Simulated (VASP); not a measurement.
# SrO (Fm-3m) in VASP: notebook

One crystal, SrO, is run at these levels: r2SCAN; tasks: relaxation of cell and atoms.

Program: VASP 6.6.1. These are calculated values, not measurements. Logs are shortened: lines on timing, memory, paths and dates and some standing lists are left out, and cuts for length are marked.

**1. Starting point**

Symmetry: Fm-3m, No. 225, cubic system. Conventional cell: a = 5.133 Å, b = 5.133 Å, c = 5.133 Å, α = 90.00°, β = 90.00°, γ = 90.00°. Sr (site symmetry m-3m) is surrounded by 6 O at 2.57 Å. Around O (site symmetry m-3m) lie 6 Sr at 2.57 Å.

**2. Relaxation of cell and atoms, r2SCAN**

INCAR

```
PREC = Accurate ; ENCUT = 600
EDIFF = 1E-6 ; ISMEAR = 0
SIGMA = 0.03 ; LREAL = F
LASPH = T ; NELM = 80
ALGO = Normal ; ISIF = 3
LWAVE = F ; LCHARG = F
METAGGA = R2SCAN ; LMIXTAU = T
IBRION = 2 ; NSW = 90
EDIFFG = -0.01
```

KPOINTS

```
regular mesh
0
Gamma
  10 10 10
```

POSCAR

```
SrO
1.0
    0.0000000000      2.5663000000      2.5663000000
    2.5663000000      0.0000000000      2.5663000000
    2.5663000000      2.5663000000      0.0000000000
Sr O
1 1
Direct
    0.5000000000      0.5000000000      0.5000000000
    0.0000000000      0.0000000000      0.0000000000
```

Potentials or basis: VASP PAW PBE potentials, release 64 (Sr_sv, O).

Run with:

```
cat potpaw_PBE.64/Sr_sv/POTCAR potpaw_PBE.64/O/POTCAR > POTCAR
mpirun -np 1 vasp_std > vasp.out
```

OUTCAR:

```text
PREC = Accurate
   ENCUT = 600
   EDIFF = 1E-6
   ISMEAR = 0
   LREAL = F
   LASPH = T
   NELM = 80
   ISIF = 3
   METAGGA = R2SCAN
   IBRION = 2
   NSW = 90
   EDIFFG = -0.01

 ion  position               nearest neighbor table
   1  0.500  0.500  0.500-   2 2.57   2 2.57   2 2.57   2 2.57   2 2.57   2 2.57
   2  0.000  0.000  0.000-   1 2.57   1 2.57   1 2.57   1 2.57   1 2.57   1 2.57

  LATTYP: Found a face centered cubic cell.
 ALAT       =     5.1326000000

  Lattice vectors:

 A1 = (   0.0000000000,   2.5663000000,   2.5663000000)
 A2 = (   2.5663000000,   0.0000000000,   2.5663000000)
 A3 = (   2.5663000000,   2.5663000000,   0.0000000000)

Analysis of symmetry for initial positions (statically):
=====================================================================
 Subroutine PRICEL returns:
 Original cell was already a primitive cell.

 Routine SETGRP: Setting up the symmetry group for a
 face centered cubic supercell.

 Subroutine GETGRP returns: Found 48 space group operations
 (whereof 48 operations were pure point group operations)
 out of a pool of 48 trial point group operations.

The static configuration has the point symmetry O_h .

Analysis of symmetry for dynamics (positions and initial velocities):
=====================================================================
 Subroutine PRICEL returns:
 Original cell was already a primitive cell.

 Routine SETGRP: Setting up the symmetry group for a
 face centered cubic supercell.

 Subroutine GETGRP returns: Found 48 space group operations
 (whereof 48 operations were pure point group operations)
 out of a pool of 48 trial point group operations.

The dynamic configuration has the point symmetry O_h .

 Subroutine INISYM returns: Found 48 space group operations
 (whereof 48 operations are pure point group operations),
 and found     1 'primitive' translations

----------------------------------------------------------------------------------------

                                     Primitive cell

  volume of cell :      33.8028

  direct lattice vectors                    reciprocal lattice vectors
     0.000000000  2.566300000  2.566300000    -0.194833028  0.194833028  0.194833028
     2.566300000  0.000000000  2.566300000     0.194833028 -0.194833028  0.194833028
     2.566300000  2.566300000  0.000000000     0.194833028  0.194833028 -0.194833028

  length of vectors
     3.629296265  3.629296265  3.629296265     0.337460704  0.337460704  0.337460704

  position of ions in fractional coordinates (direct lattice)
     0.500000000  0.500000000  0.500000000
     0.000000000  0.000000000  0.000000000

  ion indices of the primitive-cell ions
   primitive index   ion index
                 1           1
                 2           2

----------------------------------------------------------------------------------------

 KPOINTS: regular mesh

Automatic generation of k-mesh.
 Grid dimensions read from file:
 generate k-points for:   10   10   10

 Generating k-lattice:

  Cartesian coordinates                     Fractional coordinates (reciprocal lattice)
    -0.019483303  0.019483303  0.019483303     0.100000000  0.000000000  0.000000000
     0.019483303 -0.019483303  0.019483303     0.000000000  0.100000000  0.000000000
     0.019483303  0.019483303 -0.019483303     0.000000000  0.000000000  0.100000000

  Length of vectors
     0.033746070  0.033746070  0.033746070

  Shift w.r.t. Gamma in fractional coordinates (k-lattice)
     0.000000000  0.000000000  0.000000000

 Subroutine IBZKPT returns following result:
 ===========================================

 Found     47 irreducible k-points:

 Following reciprocal coordinates:
            Coordinates               Weight
  0.000000  0.000000  0.000000      1.000000
  0.100000  0.000000  0.000000      8.000000
  0.200000  0.000000  0.000000      8.000000
  0.300000  0.000000  0.000000      8.000000
  0.400000  0.000000  0.000000      8.000000
  0.500000  0.000000  0.000000      4.000000
[... 16 lines left out ...]
  0.300000  0.300000  0.000000      6.000000
  0.400000  0.300000  0.000000     24.000000
 [... further k-points ...]
   k-points           NKPTS =     47   k-points in BZ     NKDIM =     47   number of bands    NBANDS=     12
   number of dos      NEDOS =    301   number of ions     NIONS =      2
   total plane-waves  NPLWV =  27000
   dimension x,y,z NGX =    30 NGY =   30 NGZ =   30
   dimension x,y,z NGXF=    60 NGYF=   60 NGZF=   60
   ions per type =               1   1
   NGX,Y,Z   is equivalent  to a cutoff of  13.74, 13.74, 13.74 a.u.
   NGXF,Y,Z  is equivalent  to a cutoff of  27.48, 27.48, 27.48 a.u.
 SYSTEM =  unknown system
   PREC   = accura    normal or accurate (medium, high low for compatibility)
   ISTART =      0    job   : 0-new  1-cont  2-samecut
   ICHARG =      2    charge: 1-file 2-atom 10-const
   ISPIN  =      1    spin polarized calculation?
   LNONCOLLINEAR =      F non collinear calculations
   LSORBIT =      F    spin-orbit coupling
   LASPH  =      T    aspherical Exc in radial PAW
   ENCUT  =  600.0 eV  44.10 Ry    6.64 a.u.   7.25  7.25  7.25*2*pi/ulx,y,z
   NELM   =     80;   NELMIN=  2; NELMDL= -5     # of ELM steps
   EDIFF  = 0.1E-05   stopping-criterion for ELM
   LREAL  =      F    real-space projection
   EDIFFG = -.1E-01   stopping-criterion for IOM
   NSW    =     90    number of steps for IOM
   IBRION =      2    ionic relax: 0-MD 1-quasi-New 2-CG
   NFREE  =      1    steps in history (QN), initial steepest desc. (CG)
   ISIF   =      3    stress and relaxation
   ISYM   =      2    0-nonsym 1-usesym 2-fastsym
   POTIM  = 0.5000    time-step for ionic-motion
   TEBEG  =    0.0;   TEEND  =   0.0 temperature during run
   PSTRESS=    0.0 pullay stress
   NELECT =      16.0000    total number of electrons
   NUPDOWN=      -1.0000    fix difference up-down
   EMIN   =  10.00;   EMAX   =-10.00  energy-range for DOS
   EFERMI =   0.00;   METHOD = LEGACY
   ISMEAR =     0;   SIGMA  =   0.03  broadening in eV -4-tet -1-fermi 0-gaus
   EFERMI_NEDOS =   21; number of points for ismear=-14 and -15
   IALGO  =     38    algorithm
   IMIX   =      4    mixing-type and parameters
     AMIX     =   0.40;   BMIX     =  1.00
     AMIX_MAG =   1.60;   BMIX_MAG =  1.00
  volume/ion in A,a.u.               =      16.90       114.06
  Fermi-wavevector in a.u.,A,eV,Ry     =   1.275843  2.410995 22.147245  1.627777
  Thomas-Fermi vector in A             =   2.408533
   LORBIT       =      0    0 simple, 1 ext, 2 COOP (PROOUT), +10 PAW based schemes
   METAGGA = R2SCAN    functional components
   LHFCALC =     F    Hartree Fock is set to
   AEXX    =    0.0000 exact exchange contribution
   IVDW    =     0    specifies the selected vdW correction
   LEPSILON=     F    determine dielectric tensor
   LRPA    =     F    only Hartree local field effects (RPA)
 conjugate gradient relaxation of ions
 non-spin polarized calculation
 Gauss-broadening in eV      SIGMA  =   0.03
  energy-cutoff  :      600.00
  volume of cell :       33.80
 maximum number of plane-waves:      1158
 NGX is ok and might be reduce to    30
   NGX = 15   NGY = 15   NGZ = 15

--------------------------------------- Ionic step        1  -------------------------------------------

 number of electron      15.9999997 magnetization

 Free energy of the ion-electron system (eV)
  ---------------------------------------------------
  ext. energy  EPLUGINS =         0.00000000
  ---------------------------------------------------
  free energy    TOTEN  =       -27.05343114 eV

  energy without entropy =      -27.05343114  energy(sigma->0) =      -27.05343114

------------------------ aborting loop because EDIFF is reached ----------------------------------------

  FORCE on cell =-STRESS in cart. coord.  units (eV):
  Direction    XX          YY          ZZ          XY          YZ          ZX
  --------------------------------------------------------------------------------------
  -------------------------------------------------------------------------------------
  Total        0.4255885      0.4255885      0.4255885      0.0000000      0.0000000      0.0000000
  in kB       20.1719651     20.1719651     20.1719651      0.0000000      0.0000000      0.0000000
  external PRESSURE =      20.1719651 kB  Pullay stress =       0.0000000 kB
[... 57 lines left out ...]
  energy  without entropy=      -27.0567847006  energy(sigma->0) =      -27.05678470

--------------------------------------- Ionic step        3  -------------------------------------------

 number of electron      15.9999998 magnetization

 Free energy of the ion-electron system (eV)
  ---------------------------------------------------
  ext. energy  EPLUGINS =         0.00000000
  ---------------------------------------------------
  free energy    TOTEN  =       -27.05778024 eV

  energy without entropy =      -27.05778024  energy(sigma->0) =      -27.05778024

 E-fermi :   1.4372     XC(G=0): -10.5079

 val. band max:        1.2709100724   @ k =   0.0000   0.0000   0.0000
 cond. band min:       5.0221514378   @ k =   0.5000   0.5000   0.0000
 fundamental gap:      3.7512413654
 Fermi energy:         1.4371850756

 k-point     1 :       0.0000    0.0000    0.0000
  band No.  band energies     occupation
      1     -32.2552      2.00000
      2     -14.7386      2.00000
      3     -13.2938      2.00000
      4     -13.2938      2.00000
      5     -13.2938      2.00000
      6       1.2709      2.00000
      7       1.2709      2.00000
      8       1.2709      2.00000
      9       5.8183      0.00000
     10       8.0148      0.00000
     11       8.0148      0.00000
     12       8.0148      0.00000
[... 331 lines left out ...]
 k-point    24 :       0.4000    0.3000    0.0000
  band No.  band energies     occupation
      1     -32.1196      2.00000
      2     -15.3325      2.00000
      3     -13.6240      2.00000
      4     -13.5534      2.00000
      5     -13.1884      2.00000
      6       0.2232      2.00000
      7       0.9693      2.00000
      8       1.0397      2.00000
      9       5.7032      0.00000
     10       9.0369      0.00000
     11      11.3299      0.00000
     12      11.5472      0.00000

 [... further k-points ...]
[... 5 lines left out ...]
  --------------------------------------------------------------------------------------
  -------------------------------------------------------------------------------------
  Total        0.0001290      0.0001290      0.0001290      0.0000000      0.0000000      0.0000000
  in kB        0.0059911      0.0059911      0.0059911      0.0000000      0.0000000      0.0000000
  external PRESSURE =       0.0059911 kB  Pullay stress =       0.0000000 kB
[... 17 lines left out ...]
  FREE ENERGIE OF THE ION-ELECTRON SYSTEM (eV)
  ---------------------------------------------------
  free  energy   TOTEN  =       -27.0577802404 eV

  energy  without entropy=      -27.0577802404  energy(sigma->0) =      -27.05778024

 reached required accuracy - stopping structural energy minimisation
```

Run time: 3.9 min. Hardware: 1 thread of Intel Xeon Platinum 8559C (Emerald Rapids), shared host; peak memory 0.19 GiB.

What came out:

| Item | Value |
| --- | --- |
| Free energy | -27.0578 eV |
| Relaxed volume | 17.25 Å³/atom |
| Relaxed cell | a = 3.654 Å, b = 3.654 Å, c = 3.654 Å, α = 60.00°, β = 60.00°, γ = 60.00° |
| Space group after relaxing (to 0.05 Å) | Fm-3m (No. 225) |
| Energy gained by relaxing | 2.2 meV/atom |
| Ionic steps | 3 |
| Pressure after relaxing | 0.0 GPa |
| Band gap on the k mesh | 3.75 eV, indirect (least direct gap 3.85 eV) |

The path:
```csv
step,energy change (eV),largest force (eV/Å),pressure (GPa),volume (Å³)
1,0.0000,0.0000,2.02,33.80
2,-0.0034,0.0000,-0.90,34.85
3,-0.0043,0.0000,0.00,34.51
```

Final structure:
```
CELL_PARAMETERS angstrom
0.00000 2.58401 2.58401
2.58401 0.00000 2.58401
2.58401 2.58401 0.00000
ATOMIC_POSITIONS crystal
Sr 0.50000 0.50000 0.50000
O 0.00000 0.00000 0.00000
```

Caveat: the PAW data sets were made with another functional, which shifts forces and pressure a little.

**3. Relaxation of cell and atoms, r2SCAN**

This run uses another cell than the first one, of 17.25 Å³/atom, 1.021 times its volume.

INCAR

```
PREC = Accurate ; ENCUT = 600
EDIFF = 1E-7 ; ISMEAR = 0
SIGMA = 0.03 ; LREAL = F
LASPH = T ; NELM = 80
ALGO = Normal ; ISIF = 3
LWAVE = F ; LCHARG = F
METAGGA = R2SCAN ; LMIXTAU = T
IBRION = 2 ; NSW = 90
EDIFFG = -0.005
```

KPOINTS is that of step 2.

POSCAR

```
SrO                                     
1.0
    0.0000000000      2.5840068316      2.5840068316
    2.5840068316     -0.0000000000      2.5840068316
    2.5840068316      2.5840068316      0.0000000000
  Sr              O             
     1     1
Direct
     0.5000000000000000    0.5000000000000000    0.5000000000000000
     0.0000000000000000    0.0000000000000000    0.0000000000000000
```

Potentials or basis: VASP PAW PBE potentials, release 64 (Sr_sv, O).

Run with:

```
cat potpaw_PBE.64/Sr_sv/POTCAR potpaw_PBE.64/O/POTCAR > POTCAR
mpirun -np 1 vasp_std > vasp.out
```

OUTCAR:

```text
PREC = Accurate
   ENCUT = 600
   EDIFF = 1E-7
   ISMEAR = 0
   LREAL = F
   LASPH = T
   NELM = 80
   ISIF = 3
   METAGGA = R2SCAN
   IBRION = 2
   NSW = 90
   EDIFFG = -0.005

 ion  position               nearest neighbor table
   1  0.500  0.500  0.500-   2 2.58   2 2.58   2 2.58   2 2.58   2 2.58   2 2.58
   2  0.000  0.000  0.000-   1 2.58   1 2.58   1 2.58   1 2.58   1 2.58   1 2.58

  LATTYP: Found a face centered cubic cell.
 ALAT       =     5.1680136632

  Lattice vectors:

 A1 = (   0.0000000000,   2.5840068316,   2.5840068316)
 A2 = (   2.5840068316,   0.0000000000,   2.5840068316)
 A3 = (   2.5840068316,   2.5840068316,   0.0000000000)

Analysis of symmetry for initial positions (statically):
=====================================================================
 Subroutine PRICEL returns:
 Original cell was already a primitive cell.

 Routine SETGRP: Setting up the symmetry group for a
 face centered cubic supercell.

 Subroutine GETGRP returns: Found 48 space group operations
 (whereof 48 operations were pure point group operations)
 out of a pool of 48 trial point group operations.

[... 171 lines left out ...]

 k-point     1 :       0.0000    0.0000    0.0000
  band No.  band energies     occupation
      1     -32.2553      2.00000
      2     -14.7386      2.00000
      3     -13.2938      2.00000
      4     -13.2938      2.00000
      5     -13.2938      2.00000
      6       1.2709      2.00000
      7       1.2709      2.00000
      8       1.2709      2.00000
      9       5.8183      0.00000
     10       8.0148      0.00000
     11       8.0148      0.00000
     12       8.0148      0.00000
[... 331 lines left out ...]
 k-point    24 :       0.4000    0.3000    0.0000
  band No.  band energies     occupation
      1     -32.1196      2.00000
      2     -15.3325      2.00000
      3     -13.6241      2.00000
      4     -13.5534      2.00000
      5     -13.1884      2.00000
      6       0.2230      2.00000
      7       0.9692      2.00000
      8       1.0396      2.00000
      9       5.7032      0.00000
     10       9.0368      0.00000
     11      11.3298      0.00000
     12      11.5471      0.00000

 [... further k-points ...]
[... 5 lines left out ...]
  --------------------------------------------------------------------------------------
  -------------------------------------------------------------------------------------
  Total       -0.0022073     -0.0022073     -0.0022073     -0.0000000      0.0000000     -0.0000000
  in kB       -0.1024846     -0.1024846     -0.1024846     -0.0000000      0.0000000     -0.0000000
  external PRESSURE =      -0.1024846 kB  Pullay stress =       0.0000000 kB

 VOLUME and BASIS-vectors are now :
 -----------------------------------------------------------------------------
  energy-cutoff  :      600.00
  volume of cell :       34.51
      direct lattice vectors                 reciprocal lattice vectors
     0.000000000  2.584006832  2.584006832    -0.193497940  0.193497940  0.193497940
     2.584006832  0.000000000  2.584006832     0.193497940 -0.193497940  0.193497940
     2.584006832  2.584006832  0.000000000     0.193497940  0.193497940 -0.193497940

 POSITION                                       TOTAL-FORCE (eV/Angst)
 -----------------------------------------------------------------------------------
      2.58401      2.58401      2.58401         0.000000     -0.000000     -0.000000
      0.00000      0.00000      0.00000        -0.000000      0.000000      0.000000
 -----------------------------------------------------------------------------------
    total drift:                               -0.000000      0.000000      0.000000

  FREE ENERGIE OF THE ION-ELECTRON SYSTEM (eV)
  ---------------------------------------------------
  free  energy   TOTEN  =       -27.0585521595 eV

  energy  without entropy=      -27.0585521595  energy(sigma->0) =      -27.05855216

 reached required accuracy - stopping structural energy minimisation
```

OSZICAR:

```text
N       E                     dE             d eps       ncg     rms          rms(c)
DAV:   1     0.561436196830E+02    0.56144E+02   -0.89670E+03  1128   0.144E+03
[... 16 lines left out ...]
DAV:  18    -0.270585583415E+02    0.54048E-05   -0.19961E-05  1504   0.419E-02    0.543E-02
DAV:  19    -0.270585429672E+02    0.15374E-04   -0.10041E-05  1164   0.340E-02    0.288E-02
DAV:  20    -0.270585472372E+02   -0.42700E-05   -0.10596E-05  1300   0.354E-02    0.144E-02
DAV:  21    -0.270585519209E+02   -0.46837E-05   -0.61540E-06  1416   0.238E-02    0.780E-03
DAV:  22    -0.270585518707E+02    0.50255E-07   -0.10909E-06  1524   0.100E-02    0.417E-03
DAV:  23    -0.270585521476E+02   -0.27690E-06   -0.47941E-07  1248   0.789E-03    0.280E-03
DAV:  24    -0.270585521595E+02   -0.11915E-07   -0.76974E-08   768   0.363E-03
   1 F= -.27058552E+02 E0= -.27058552E+02  d E =-.270586E+02
```

Wall time 1.8 min (1 thread of Intel Xeon Platinum 8559C (Emerald Rapids), shared host); peak memory 0.18 GiB.

Results:

```
Free energy             : -27.0586 eV
Pressure after relaxing : 0.0 GPa
Band gap on the k mesh  : 3.75 eV, indirect (least direct gap 3.85 eV)
```

Final structure:
```yaml
crystal:
  lattice:
    - [0.00000, 2.58401, 2.58401]
    - [2.58401, 0.00000, 2.58401]
    - [2.58401, 2.58401, 0.00000]
  atoms:
    - { symbol: Sr, position: [0.50000, 0.50000, 0.50000] }
    - { symbol: O, position: [0.00000, 0.00000, 0.00000] }
```

Levels at points of the mesh, in eV from the valence-band top:
```csv
k point,band 6,band 7,band 8,band 9,band 10,band 11
"(0.00, 0.00, 0.00)",0.00,0.00,0.00,4.55,6.74,6.74
"(0.50, 0.00, 0.00)",-2.09,-1.10,-1.10,7.05,8.95,9.40
"(0.50, 0.50, 0.00)",-0.45,-0.10,-0.10,3.75,8.40,10.82
```

Caveat: the relaxation stopped at its first step, so nothing moved; the PAW data sets were made with another functional, which shifts forces and pressure a little. r2SCAN opens gaps a little over a GGA but as a rule still falls short of measured ones.
